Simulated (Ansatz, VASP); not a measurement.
**SnO in VASP and in Ansatz**

```xyz
2
Lattice="3.0674 0.0000 0.0000 0.0000 3.0674 0.0000 0.0000 0.0000 3.0674" Properties=species:S:1:pos:R:3 pbc="T T T"
Sn    0.0000    0.0000    0.0000
O     1.5337    1.5337    1.5337
```

Alike in both runs: task single point; functional PBE; k mesh 6 × 6 × 6; occupations fermi-dirac, width 0.02 eV; no spin polarisation.

```csv
,VASP,Ansatz
version,VASP 6.6.1,Ansatz 0.2.0
potentials or method,"VASP PAW PBE potentials, release 64 (Sn_d, O)","plane waves, PAW"
plane-wave cutoff (eV),520,420
valence electrons in the cell,20,20
```

|  | VASP | Ansatz | Ansatz less VASP |
| --- | --- | --- | --- |
| pressure (GPa) | 7.5 | 7.5 | 0.00 |
